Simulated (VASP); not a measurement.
# Ni2H (P-3m1) in VASP: notebook, part 2 of 2

VASP 6.6.1.

### Step 3. Single point, r2SCAN, collinear spin, ferromagnetic start

INCAR reads:

```
SYSTEM = Ni2H
ADDGRID  = .FALSE.      
ALGO     = Normal         ! electronic algorithm
EDIFF    = 1E-6           ! SCF threshold, eV
ENCUT    = 460            ! plane-wave cutoff, eV
ISIF     = 2              ! what is computed and relaxed
ISMEAR   = 0              ! smearing method
ISPIN    = 2              ! spin polarisation
LASPH    = .TRUE.         ! aspherical terms in the spheres
LCHARG   = .FALSE.        ! write CHGCAR
LMAXMIX  = 4              ! l up to which the mixer works
LMIXTAU  = .TRUE.       
LORBIT   = 11             ! projections on sites
LREAL    = .FALSE.        ! projectors in reciprocal space
LWAVE    = .FALSE.        ! write WAVECAR
MAGMOM   = 1 1 0          ! initial moments
METAGGA  = R2SCAN         ! meta-GGA
NBANDS   = 22             ! bands
NELM     = 100            ! most SCF steps
PREC     = Normal         ! precision mode
SIGMA    = 0.05           ! smearing width, eV
```

KPOINTS reads:

```
k-points
0
G
  5 5 3
  0 0 0
```

POSCAR reads:

```
Ni2H
1.0
    2.6430000000      0.0000000000      0.0000000000
   -1.3215000000      2.2889051422      0.0000000000
    0.0000000000      0.0000000000      4.3080000000
Ni H
2 1
Direct
    0.6666666667      0.3333333333      0.7670000000
    0.3333333333      0.6666666667      0.2330000000
    0.0000000000      0.0000000000      0.0000000000
```

Potentials or basis: VASP PAW PBE potentials, release 64 (Ni, H_s).

Run with:

```
$ cat potpaw_PBE.64/Ni/POTCAR potpaw_PBE.64/H_s/POTCAR > POTCAR
$ mpirun -np 1 vasp_std > vasp.out
```

OUTCAR:

```text
SYSTEM = Ni2H
   EDIFF = 1E-6
   ENCUT = 460
   ISIF = 2
   ISMEAR = 0
   ISPIN = 2
   LASPH = .TRUE.
   LORBIT = 11
   LREAL = .FALSE.
   METAGGA = R2SCAN
   NELM = 100
   PREC = Normal

 Found     12 irreducible k-points:

 Following reciprocal coordinates:
            Coordinates               Weight
  0.000000  0.000000  0.000000      1.000000
  0.200000  0.000000  0.000000      6.000000
  0.400000  0.000000  0.000000      6.000000
  0.200000  0.200000  0.000000      6.000000
  0.400000  0.200000  0.000000      6.000000
  0.000000  0.000000  0.333333      2.000000
   k-points           NKPTS =     12   k-points in BZ     NKDIM =     12   number of bands    NBANDS=     22
   number of dos      NEDOS =    301   number of ions     NIONS =      3
   total plane-waves  NPLWV =   4704
   dimension x,y,z NGX =    14 NGY =   14 NGZ =   24
   dimension x,y,z NGXF=    28 NGYF=   28 NGZF=   48
   ions per type =               2   1
   NGX,Y,Z   is equivalent  to a cutoff of   8.81,  8.81,  9.26 a.u.
   NGXF,Y,Z  is equivalent  to a cutoff of  17.61, 17.61, 18.52 a.u.
 SYSTEM =  Ni2H
   PREC   = normal    normal or accurate (medium, high low for compatibility)
   ISTART =      0    job   : 0-new  1-cont  2-samecut
   ICHARG =      2    charge: 1-file 2-atom 10-const
   ISPIN  =      2    spin polarized calculation?
   LNONCOLLINEAR =      F non collinear calculations
   LSORBIT =      F    spin-orbit coupling
   LASPH  =      T    aspherical Exc in radial PAW
   ENCUT  =  460.0 eV  33.81 Ry    5.81 a.u.   4.62  4.62  7.53*2*pi/ulx,y,z
   NELM   =    100;   NELMIN=  2; NELMDL= -5     # of ELM steps
   EDIFF  = 0.1E-05   stopping-criterion for ELM
   LREAL  =      F    real-space projection
   EDIFFG = 0.1E-04   stopping-criterion for IOM
   NSW    =      0    number of steps for IOM
   IBRION =     -1    ionic relax: 0-MD 1-quasi-New 2-CG
   NFREE  =      0    steps in history (QN), initial steepest desc. (CG)
   ISIF   =      2    stress and relaxation
   ISYM   =      2    0-nonsym 1-usesym 2-fastsym
   POTIM  = 0.5000    time-step for ionic-motion
   TEBEG  =    0.0;   TEEND  =   0.0 temperature during run
   PSTRESS=    0.0 pullay stress
   NELECT =      21.0000    total number of electrons
   NUPDOWN=      -1.0000    fix difference up-down
   EMIN   =  10.00;   EMAX   =-10.00  energy-range for DOS
   EFERMI =   0.00;   METHOD = LEGACY
   ISMEAR =     0;   SIGMA  =   0.05  broadening in eV -4-tet -1-fermi 0-gaus
   EFERMI_NEDOS =   21; number of points for ismear=-14 and -15
   IALGO  =     38    algorithm
   IMIX   =      4    mixing-type and parameters
     AMIX     =   0.40;   BMIX     =  1.00
     AMIX_MAG =   1.60;   BMIX_MAG =  1.00
  volume/ion in A,a.u.               =       8.69        58.62
  Fermi-wavevector in a.u.,A,eV,Ry     =   1.523401  2.878811 31.575750  2.320752
  Thomas-Fermi vector in A             =   2.631850
   LORBIT       =     11    0 simple, 1 ext, 2 COOP (PROOUT), +10 PAW based schemes
   METAGGA = R2SCAN    functional components
   LHFCALC =     F    Hartree Fock is set to
   AEXX    =    0.0000 exact exchange contribution
   IVDW    =     0    specifies the selected vdW correction
   LEPSILON=     F    determine dielectric tensor
   LRPA    =     F    only Hartree local field effects (RPA)
 spin polarized calculation
 Gauss-broadening in eV      SIGMA  =   0.05
  energy-cutoff  :      460.00
  volume of cell :       26.06
 maximum number of plane-waves:       591
   NGX =  9   NGY =  9   NGZ = 15

 number of electron      20.9999978 magnetization       0.9200108

 Free energy of the ion-electron system (eV)
  ---------------------------------------------------
  ext. energy  EPLUGINS =         0.00000000
  ---------------------------------------------------
  free energy    TOTEN  =       -26.96290951 eV

  energy without entropy =      -26.95823355  energy(sigma->0) =      -26.96057153

 E-fermi :   7.7476     XC(G=0): -13.6061

 val. band max:        7.6956069888   @ k =   0.2000   0.2000   0.3333
 cond. band min:       7.7680237317   @ k =   0.4000   0.0000   0.3333
 fundamental gap:      0.0724167429
 Fermi energy:         7.7475873825

 spin component 1

 k-point     1 :       0.0000    0.0000    0.0000
  band No.  band energies     occupation
      1      -3.5278      1.00000
      2       3.1689      1.00000
      3       5.2772      1.00000
      4       5.4904      1.00000
      5       5.4905      1.00000
      6       5.6685      1.00000
[... 14 lines left out ...]
     21      33.1499      0.00000
     22      35.7659      0.00000

 k-point     2 :       0.2000    0.0000    0.0000
  band No.  band energies     occupation
      1      -2.4983      1.00000
      2       3.8179      1.00000
      3       4.2074      1.00000
      4       5.1758      1.00000
      5       5.5073      1.00000
      6       5.7062      1.00000
[... 14 lines left out ...]
     21      33.2660      0.00000
     22      33.3390      0.00000

 k-point     3 :       0.4000    0.0000    0.0000
  band No.  band energies     occupation
      1      -0.3265      1.00000
      2       3.5030      1.00000
      3       4.0794      1.00000
      4       5.0898      1.00000
      5       5.4470      1.00000
      6       5.5869      1.00000
[... 14 lines left out ...]
     21      32.1256      0.00000
     22      34.5399      0.00000
[... 26 lines left out ...]
 k-point     5 :       0.4000    0.2000    0.0000
  band No.  band energies     occupation
      1       0.3457      1.00000
      2       3.8772      1.00000
      3       4.2555      1.00000
      4       4.8361      1.00000
      5       5.3443      1.00000
      6       5.5338      1.00000
[... 14 lines left out ...]
     21      37.1709      0.00000
     22      39.2479      0.00000

 k-point     6 :       0.0000    0.0000    0.3333
  band No.  band energies     occupation
      1      -3.0703      1.00000
      2       2.0302      1.00000
      3       5.0446      1.00000
      4       5.3691      1.00000
      5       5.4261      1.00000
      6       5.4262      1.00000
[... 14 lines left out ...]
     21      33.9935      0.00000
     22      33.9936      0.00000

 [... further k-points ...]

 spin component 2

 k-point     1 :       0.0000    0.0000    0.0000
  band No.  band energies     occupation
      1      -3.6479      1.00000
      2       3.6051      1.00000
      3       5.2867      1.00000
      4       6.1060      1.00000
      5       6.1065      1.00000
      6       6.4275      1.00000
[... 14 lines left out ...]
     21      33.1666      0.00000
     22      35.8081      0.00000

 k-point     2 :       0.2000    0.0000    0.0000
  band No.  band energies     occupation
      1      -2.6047      1.00000
      2       4.3076      1.00000
      3       4.4356      1.00000
      4       5.7986      1.00000
      5       6.1928      1.00000
      6       6.2729      1.00000
[... 14 lines left out ...]
     21      33.3229      0.00000
     22      33.4260      0.00000

 k-point     3 :       0.4000    0.0000    0.0000
  band No.  band energies     occupation
      1      -0.3469      1.00000
      2       3.7818      1.00000
      3       4.6701      1.00000
      4       5.5238      1.00000
      5       5.9715      1.00000
      6       6.0772      1.00000
[... 14 lines left out ...]
     21      32.2014      0.00000
     22      34.6225      0.00000
[... 26 lines left out ...]
 k-point     5 :       0.4000    0.2000    0.0000
  band No.  band energies     occupation
      1       0.3870      1.00000
      2       4.2220      1.00000
      3       4.8288      1.00000
      4       5.2963      1.00000
      5       5.8010      1.00000
      6       5.9614      1.00000
[... 14 lines left out ...]
     21      37.2240      0.00000
     22      39.2521      0.00000

 k-point     6 :       0.0000    0.0000    0.3333
  band No.  band energies     occupation
      1      -3.1826      1.00000
      2       2.0108      1.00000
      3       5.6349      1.00000
      4       6.0106      1.00000
      5       6.0110      1.00000
      6       6.2131      1.00000
[... 14 lines left out ...]
     21      34.0900      0.00000
     22      34.0903      0.00000

 [... further k-points ...]

------------------------ aborting loop because EDIFF is reached ----------------------------------------

  FORCE on cell =-STRESS in cart. coord.  units (eV):
  Direction    XX          YY          ZZ          XY          YZ          ZX
  --------------------------------------------------------------------------------------
  -------------------------------------------------------------------------------------
  Total       -2.4703290     -2.4703290     -2.4269513      0.0000000      0.0000000      0.0000000
  in kB     -151.8674588   -151.8674588   -149.2007467      0.0000000      0.0000000      0.0000000
  external PRESSURE =    -150.9785548 kB  Pullay stress =       0.0000000 kB

 VOLUME and BASIS-vectors are now :
 -----------------------------------------------------------------------------
  energy-cutoff  :      460.00
  volume of cell :       26.06
      direct lattice vectors                 reciprocal lattice vectors
     2.643000000  0.000000000  0.000000000     0.378357927  0.218445051  0.000000000
    -1.321500000  2.288905142  0.000000000     0.000000000  0.436890102  0.000000000
     0.000000000  0.000000000  4.308000000     0.000000000  0.000000000  0.232126277

 POSITION                                       TOTAL-FORCE (eV/Angst)
 -----------------------------------------------------------------------------------
      1.32150      0.76297      3.30424        -0.000000     -0.000000     -1.041235
     -0.00000      1.52594      1.00376        -0.000000      0.000000      1.041235
      0.00000      0.00000      0.00000         0.000000      0.000000      0.000000
 -----------------------------------------------------------------------------------
    total drift:                               -0.000000      0.000000      0.000000

  FREE ENERGIE OF THE ION-ELECTRON SYSTEM (eV)
  ---------------------------------------------------
  free  energy   TOTEN  =       -26.9629095148 eV

  energy  without entropy=      -26.9582335463  energy(sigma->0) =      -26.96057153

 total charge

# of ion       s       p       d       tot
------------------------------------------
    1        0.421   0.457   8.394   9.273
    2        0.421   0.457   8.394   9.273
    3        0.696   0.084   0.000   0.780
--------------------------------------------------
tot          1.539   0.999  16.789  19.326

 magnetization (x)

# of ion       s       p       d       tot
------------------------------------------
    1       -0.004  -0.019   0.509   0.487
    2       -0.004  -0.019   0.509   0.487
    3       -0.004  -0.005   0.000  -0.008
--------------------------------------------------
tot         -0.011  -0.042   1.018   0.965
```

Run time: 90 s. Hardware: 1 thread of Intel Xeon Platinum 8175M at 2.50GHz (Skylake/Cascade Lake), shared host; peak memory 0.13 GiB.

The run converged, but some of its settings lie outside the range that counts as converged, so its numbers aren't taken as properties of the crystal.

What came out:

| Item | Value |
| --- | --- |
| Free energy | -26.9629 eV |
| Pressure | -15.1 GPa |
| Largest force | 1.041 eV/Å |
| Band gap on the k mesh | none (metal or under the smearing width) |
| Net moment | 0.92 μB per cell |
| Site moments | Ni +0.49; H -0.01 μB |
| Valence electrons inside the program's atomic spheres | Ni 9.27; H 0.78 |

Caveat: the k mesh is coarse (spacing up to 0.55 Å⁻¹), so the values aren't converged; the PAW data sets were made with another functional, which shifts forces and pressure a little.
